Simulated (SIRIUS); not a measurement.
# BaTe (Fm-3m) in SIRIUS: reference runs

Aim: a first look at BaTe with PBEsol, on the cell as given.

Program: SIRIUS 7.12.0. These are calculated values, not measurements. Logs are shortened: lines on timing, memory, paths and dates and some standing lists are left out, and cuts for length are marked. The log counts tension as positive stress, the text compression.

## (1) The crystal as given

Symmetry: Fm-3m, No. 225, cubic system. Conventional cell: a = 6.820 Å, b = 6.820 Å, c = 6.820 Å, α = 90.00°, β = 90.00°, γ = 90.00°. Ba (site symmetry m-3m) has 6 Te at 3.41 Å as nearest neighbours. Around Te (site symmetry m-3m) lie 6 Ba at 3.41 Å.

## (2) Single point, PBEsol

Contents of sirius.json:

```json
{
  "control": {
    "processing_unit": "cpu",
    "std_evp_solver_name": "lapack",
    "gen_evp_solver_name": "lapack",
    "verbosity": 2,
    "print_forces": true,
    "ortho_rf": true,
    "use_second_variation": true,
    "rmt_max": 3.0,
    "num_bands_to_print": 24,
    "save_wf": true
  },
  "parameters": {
    "electronic_structure_method": "full_potential_lapwlo",
    "xc_functionals": ["XC_GGA_X_PBE_SOL", "XC_GGA_C_PBE_SOL"],
    "core_relativity": "dirac",
    "valence_relativity": "iora",
    "num_fv_states": 29,
    "smearing": "fermi_dirac",
    "smearing_width": 0.0018374661,
    "pw_cutoff": 20,
    "gk_cutoff": 3.54,
    "lmax_apw": 10,
    "lmax_rho": 8,
    "lmax_pot": 8,
    "num_mag_dims": 0,
    "auto_rmt": 0,
    "ngridk": [7, 7, 7],
    "shiftk": [0, 0, 0],
    "num_dft_iter": 80,
    "energy_tol": 1e-07,
    "density_tol": 1e-05,
    "use_symmetry": true
  },
  "settings": {"tol_ne": 1e-10},
  "iterative_solver": {"type": "exact"},
  "mixer": {"type": "anderson", "beta": 0.5, "max_history": 8},
  "unit_cell": {
    "lattice_vectors": [[0.0, 6.443966085, 6.443966085], [6.443966085, 0.0, 6.443966085], [6.443966085, 6.443966085, 0.0]],
    "atom_types": ["Ba", "Te"],
    "atom_files": {"Ba": "Ba.json", "Te": "Te.json"},
    "atoms": {"Ba": [[0.0, 0.0, 0.0]], "Te": [[0.5, 0.5, 0.5]]}
  }
}
```

Contents of Ba.json:

```json
{
  "name": "barium",
  "symbol": "Ba",
  "number": 56,
  "mass": 137.327,
  "rmin": 1e-06,
  "rmt": 2.54,
  "nrmt": 800,
  "rinf": 20.32,
  "core": "1s2s2p3s3p3d4s4p",
  "valence": [
    {"basis": [{"enu": -0.02, "dme": 0, "n": 0, "auto": 0}, {"enu": -0.02, "dme": 1, "n": 0, "auto": 0}]},
    {"l": 0, "n": 1, "basis": [{"enu": 0.08, "dme": 0, "n": 0, "auto": 0}]},
    {"l": 1, "n": 2, "basis": [{"enu": 0.08, "dme": 0, "n": 0, "auto": 0}]},
    {"l": 2, "n": 3, "basis": [{"enu": 0.08, "dme": 0, "n": 0, "auto": 0}]},
    {"l": 3, "n": 4, "basis": [{"enu": 0.08, "dme": 0, "n": 0, "auto": 0}]}
  ],
  "lo": [
    {"l": 0, "basis": [{"enu": 0.08, "dme": 0, "n": 0, "auto": 0}, {"enu": 0.08, "dme": 1, "n": 0, "auto": 0}]},
    {
      "l": 0,
      "basis": [{"enu": -1.0368, "dme": 0, "n": 5, "auto": 1}, {"enu": -1.0368, "dme": 1, "n": 5, "auto": 1}]
    },
    {
      "l": 0,
      "basis": [{"enu": -1.0368, "dme": 1, "n": 5, "auto": 1}, {"enu": 0.08, "dme": 0, "n": 0, "auto": 0}]
    },
    {"l": 0, "basis": [{"enu": 0.08, "dme": 0, "n": 0, "auto": 0}, {"enu": 2.56, "dme": 0, "n": 0, "auto": 0}]},
    {"l": 1, "basis": [{"enu": 0.08, "dme": 0, "n": 0, "auto": 0}, {"enu": 0.08, "dme": 1, "n": 0, "auto": 0}]},
    {
      "l": 1,
      "basis": [{"enu": -0.4883, "dme": 0, "n": 5, "auto": 1}, {"enu": -0.4883, "dme": 1, "n": 5, "auto": 1}]
    },
    {
      "l": 1,
      "basis": [{"enu": -0.4883, "dme": 1, "n": 5, "auto": 1}, {"enu": 0.08, "dme": 0, "n": 0, "auto": 0}]
    },
    {"l": 1, "basis": [{"enu": 0.08, "dme": 0, "n": 0, "auto": 0}, {"enu": 2.932, "dme": 0, "n": 0, "auto": 0}]},
    {"l": 2, "basis": [{"enu": 0.08, "dme": 0, "n": 0, "auto": 0}, {"enu": 0.08, "dme": 1, "n": 0, "auto": 0}]},
    {
      "l": 2,
      "basis": [{"enu": -3.0951, "dme": 0, "n": 4, "auto": 1}, {"enu": -3.0951, "dme": 1, "n": 4, "auto": 1}]
    },
    {
      "l": 2,
      "basis": [{"enu": -3.0951, "dme": 1, "n": 4, "auto": 1}, {"enu": 0.08, "dme": 0, "n": 0, "auto": 0}]
    },
    {"l": 2, "basis": [{"enu": 0.08, "dme": 0, "n": 0, "auto": 0}, {"enu": 3.304, "dme": 0, "n": 0, "auto": 0}]},
    {"l": 3, "basis": [{"enu": 0.08, "dme": 0, "n": 0, "auto": 0}, {"enu": 0.08, "dme": 1, "n": 0, "auto": 0}]},
    {"l": 3, "basis": [{"enu": 0.08, "dme": 0, "n": 0, "auto": 0}, {"enu": 2.777, "dme": 0, "n": 0, "auto": 0}]}
  ],
  "free_atom": [... radial grid and density of the free atom, the start of the SCF ...]
}
```

Contents of Te.json:

```json
{
  "name": "tellurium",
  "symbol": "Te",
  "number": 52,
  "mass": 127.6,
  "rmin": 1e-06,
  "rmt": 2.54,
  "nrmt": 800,
  "rinf": 14.28,
  "core": "1s2s2p3s3p3d",
  "valence": [
    {"basis": [{"enu": -0.02, "dme": 0, "n": 0, "auto": 0}, {"enu": -0.02, "dme": 1, "n": 0, "auto": 0}]},
    {"l": 0, "n": 1, "basis": [{"enu": -0.0391, "dme": 0, "n": 0, "auto": 0}]},
    {"l": 1, "n": 2, "basis": [{"enu": 0.08, "dme": 0, "n": 0, "auto": 0}]},
    {"l": 2, "n": 3, "basis": [{"enu": 0.08, "dme": 0, "n": 0, "auto": 0}]},
    {"l": 3, "n": 4, "basis": [{"enu": 0.08, "dme": 0, "n": 0, "auto": 0}]}
  ],
  "lo": [
    {
      "l": 0,
      "basis": [{"enu": -0.0391, "dme": 0, "n": 0, "auto": 0}, {"enu": -0.0391, "dme": 1, "n": 0, "auto": 0}]
    },
    {
      "l": 0,
      "basis": [{"enu": -5.7039, "dme": 0, "n": 4, "auto": 1}, {"enu": -5.7039, "dme": 1, "n": 4, "auto": 1}]
    },
    {
      "l": 0,
      "basis": [{"enu": -5.7039, "dme": 1, "n": 4, "auto": 1}, {"enu": -0.0391, "dme": 0, "n": 0, "auto": 0}]
    },
    {
      "l": 0,
      "basis": [{"enu": -0.0391, "dme": 0, "n": 0, "auto": 0}, {"enu": 2.4409, "dme": 0, "n": 0, "auto": 0}]
    },
    {"l": 1, "basis": [{"enu": 0.08, "dme": 0, "n": 0, "auto": 0}, {"enu": 0.08, "dme": 1, "n": 0, "auto": 0}]},
    {
      "l": 1,
      "basis": [{"enu": -3.886, "dme": 0, "n": 4, "auto": 1}, {"enu": -3.886, "dme": 1, "n": 4, "auto": 1}]
    },
    {"l": 1, "basis": [{"enu": -3.886, "dme": 1, "n": 4, "auto": 1}, {"enu": 0.08, "dme": 0, "n": 0, "auto": 0}]},
    {"l": 1, "basis": [{"enu": 0.08, "dme": 0, "n": 0, "auto": 0}, {"enu": 2.932, "dme": 0, "n": 0, "auto": 0}]},
    {"l": 2, "basis": [{"enu": 0.08, "dme": 0, "n": 0, "auto": 0}, {"enu": 0.08, "dme": 1, "n": 0, "auto": 0}]},
    {
      "l": 2,
      "basis": [{"enu": -1.2302, "dme": 0, "n": 4, "auto": 1}, {"enu": -1.2302, "dme": 1, "n": 4, "auto": 1}]
    },
    {
      "l": 2,
      "basis": [{"enu": -1.2302, "dme": 1, "n": 4, "auto": 1}, {"enu": 0.08, "dme": 0, "n": 0, "auto": 0}]
    },
    {"l": 2, "basis": [{"enu": 0.08, "dme": 0, "n": 0, "auto": 0}, {"enu": 3.304, "dme": 0, "n": 0, "auto": 0}]},
    {"l": 3, "basis": [{"enu": 0.08, "dme": 0, "n": 0, "auto": 0}, {"enu": 0.08, "dme": 1, "n": 0, "auto": 0}]},
    {"l": 3, "basis": [{"enu": 0.08, "dme": 0, "n": 0, "auto": 0}, {"enu": 2.777, "dme": 0, "n": 0, "auto": 0}]}
  ],
  "free_atom": [... radial grid and density of the free atom, the start of the SCF ...]
}
```

Contents of sirius_start.json:

```json
{
  "control": {
    "processing_unit": "cpu",
    "std_evp_solver_name": "lapack",
    "gen_evp_solver_name": "lapack",
    "verbosity": 1,
    "print_forces": false,
    "ortho_rf": true,
    "use_second_variation": true,
    "rmt_max": 3.0,
    "num_bands_to_print": 24,
    "save_wf": false
  },
  "parameters": {
    "electronic_structure_method": "full_potential_lapwlo",
    "xc_functionals": ["XC_LDA_X", "XC_LDA_C_PW"],
    "core_relativity": "dirac",
    "valence_relativity": "iora",
    "num_fv_states": 29,
    "smearing": "fermi_dirac",
    "smearing_width": 0.0055123983,
    "pw_cutoff": 20,
    "gk_cutoff": 2.83,
    "lmax_apw": 10,
    "lmax_rho": 8,
    "lmax_pot": 8,
    "num_mag_dims": 0,
    "auto_rmt": 0,
    "ngridk": [3, 3, 3],
    "shiftk": [0, 0, 0],
    "num_dft_iter": 30,
    "energy_tol": 0.01,
    "density_tol": 0.05,
    "use_symmetry": true
  },
  "settings": {"tol_ne": 1e-10},
  "iterative_solver": {"type": "exact"},
  "mixer": {"type": "anderson", "beta": 0.5, "max_history": 8},
  "unit_cell": {
    "lattice_vectors": [[0.0, 6.443966085, 6.443966085], [6.443966085, 0.0, 6.443966085], [6.443966085, 6.443966085, 0.0]],
    "atom_types": ["Ba", "Te"],
    "atom_files": {"Ba": "Ba.json", "Te": "Te.json"},
    "atoms": {"Ba": [[0.0, 0.0, 0.0]], "Te": [[0.5, 0.5, 0.5]]}
  }
}
```

Potentials or basis: all-electron FP-LAPW, apw+lo standard.

The run is started by

```bash
OMP_NUM_THREADS=1 sirius.scf --input=sirius_start.json --output=start.json
OMP_NUM_THREADS=1 sirius.scf --input=sirius.json --output=output.json --task=1
```

Output:

```text
[info] SIRIUS version : 7.12.0
[info] number of MPI ranks           : 1
[info] MPI grid                      : 1 1
[info] maximum number of OMP threads : 1
[fft] FFT context for density and potential
[fft] =====================================
[fft]   plane wave cutoff                     : 20
[fft]   grid size                             : 64 64 64   total : 262144
[fft]   grid limits                           : -31 32   -31 32   -31 32
[fft]   number of G-vectors within the cutoff : 72017
[fft]   number of G-shells                    : 1834
[fft] FFT context for coarse grid
[fft] =====================================
[fft]   plane wave cutoff                     : 7.08
[fft]   grid size                             : 24 24 24   total : 13824
[fft]   grid limits                           : -11 12   -11 12   -11 12
[fft]   number of G-vectors within the cutoff : 3143
[fft]   number of G-shells                    : 112
[unit cell] lattice vectors
[unit cell]   a1 :       0.0000000000      6.4439660850      6.4439660850
[unit cell]   a2 :       6.4439660850      0.0000000000      6.4439660850
[unit cell]   a3 :       6.4439660850      6.4439660850      0.0000000000
[unit cell] reciprocal lattice vectors
[unit cell]   b1 :      -0.4875247033      0.4875247033      0.4875247033
[unit cell]   b2 :       0.4875247033     -0.4875247033      0.4875247033
[unit cell]   b3 :       0.4875247033      0.4875247033     -0.4875247033
[unit cell] unit cell volume :       535.16750286 [a.u.^3]
[unit cell] 1/sqrt(omega)    :         0.04322700
[unit cell] MT volume        :       137.28394634 (25.65%)
[unit cell] IT volume        :       397.88355653 (74.35%)
[unit cell] number of atom types : 2
[unit cell] type id : 0 symbol : Ba mt_radius :   2.540000 num_atoms : 1
[unit cell] type id : 1 symbol : Te mt_radius :   2.540000 num_atoms : 1
[unit cell] total number of atoms : 2
[unit cell] number of symmetry classes : 2
[unit cell] atom id  type id  class id             position                      vector_field
[unit cell] ------------------------------------------------------------------------------------------
[unit cell]      0        0        0      0.00000   0.00000   0.00000      0.00000   0.00000   0.00000
[unit cell]      1        1        1      0.50000   0.50000   0.50000      0.00000   0.00000   0.00000
[unit cell] atom id         position (Cartesian, a.u.)
[unit cell] ---------------------------------------------
[unit cell]      0       0.000000    0.000000    0.000000
[unit cell]      1       6.443966    6.443966    6.443966
[unit cell] class id : 0 atom id : 0
[... 392 lines left out ...]
[generate_core_charge_density]   n,l,k : 2 1 2  energy :        -189.12751470
[generate_core_charge_density]   n,l,k : 3 0 1  energy :         -45.17924128
[generate_core_charge_density]   n,l,k : 3 1 1  energy :         -39.92512719
[generate_core_charge_density]   n,l,k : 3 1 2  energy :         -37.21548771
[generate_core_charge_density]   n,l,k : 3 2 2  energy :         -27.99130438
[generate_core_charge_density]   n,l,k : 3 2 3  energy :         -27.41342043
[generate_core_charge_density]   n,l,k : 4 0 1  energy :          -8.51185017
[generate_core_charge_density]   n,l,k : 4 1 1  energy :          -6.60216662
[... 32 lines left out ...]
[find] valence_eval_sum               :     -76.29726301
[find] core_eval_sum                  :   -9058.73320760
[find] kinetic energy                 :   15865.61821340
[find] enuc                           :  -18169.40190802
[find] <rho|V^{XC}>                   :    -484.55002032
[find] <rho|E^{XC}>                   :    -368.42617377
[find] <mag|B^{XC}>                   :       0.00000000
[find] <rho|V^{H}>                    :  -24516.09866366
[find] smearing (-TS)                 :      -0.00000000
[find] SCF correction                 :       0.00009106
[find] Total energy                   :  -14930.25910917 (Ha),  -29860.51821834 (Ry)
[find] Free energy (E-TS)             :  -14930.25910917 (Ha),  -29860.51821834 (Ry)
[find] band gap (eV)                  :       1.38970412
[find] Efermi                         :       0.19747641
[find] iteration : 6, RMS (target) : 2.9462e-06 (1.0000e-05) , energy difference (target) : 3.8048e-08 (1.0000e-07)
[find] converged after 7 SCF iterations!
Warning in function "check_num_electrons" at src/density/density.cpp:1179
wrong number of electrons
  obtained value : 108
  target value : 108
  difference : 3.07075e-05
  total core leakage : 3.35774e-05
    atom class : 0, core leakage : 3.35774e-05
    atom class : 1, core leakage : 8.3095e-12
[find] Charges and magnetic moments
[find] --------------------------------------------------------------------------------
[find] atom      charge    core leakage
[find] --------------------------------------------------------------------------------
[find]    0   53.146377    3.357741e-05
[find]    1   49.907930    8.309498e-12
[find] total core leakage    : 3.35774154e-05
[find] interstitial charge   : 4.945662
[find] total charge          : 107.999969
[find] Energy
[find] --------------------------------------------------------------------------------
[find] valence_eval_sum               :     -76.29726301
[find] core_eval_sum                  :   -9058.73320760
[find] kinetic energy                 :   15865.61821340
[find] enuc                           :  -18169.40190802
[find] <rho|V^{XC}>                   :    -484.55002032
[find] <rho|E^{XC}>                   :    -368.42617377
[find] <mag|B^{XC}>                   :       0.00000000
[find] <rho|V^{H}>                    :  -24516.09866366
[find] smearing (-TS)                 :      -0.00000000
[find] SCF correction                 :       0.00009106
[find] Total energy                   :  -14930.25910917 (Ha),  -29860.51821834 (Ry)
[find] Free energy (E-TS)             :  -14930.25910917 (Ha),  -29860.51821834 (Ry)
[find] band gap (eV)                  :       1.38970412
[find] Efermi                         :       0.19747641
[ground_state]
[ground_state] ==== total Forces in Ha/bohr =====
[ground_state] atom:    0, force:       0.0000000      0.0000000      0.0000000
[ground_state] atom:    1, force:       0.0000000      0.0000000      0.0000000
[ground_state] ==== contribution from density =====
[ground_state] atom:    0, force:       0.0000000      0.0000000      0.0000000
[ground_state] atom:    1, force:       0.0000000      0.0000000      0.0000000
[ground_state] ==== contribution from Hartree potential =====
[ground_state] atom:    0, force:       0.0000000      0.0000000      0.0000000
[ground_state] atom:    1, force:       0.0000000      0.0000000      0.0000000
[ground_state] ==== contribution from IBS =====
[ground_state] atom:    0, force:       0.0000000      0.0000000      0.0000000
[ground_state] atom:    1, force:       0.0000000      0.0000000      0.0000000
```

It took 73 s on 1 thread of Arm Neoverse V2, shared host; peak memory 0.56 GiB.

Results:

```yaml
Free_energy: -406273.0474 eV
Band_gap_on_the_k_mesh: 1.39 eV, indirect (least direct gap 1.74 eV)
All_electrons_inside_the_program's_atomic_spheres: Ba 53.15; Te 49.91 (radii Ba 2.54, Te 2.54 bohr)
```

Caveat: spin-orbit coupling is left out, which moves the levels of the heavy elements; an odd mesh through Γ misses points on the zone boundary, where band edges often lie.
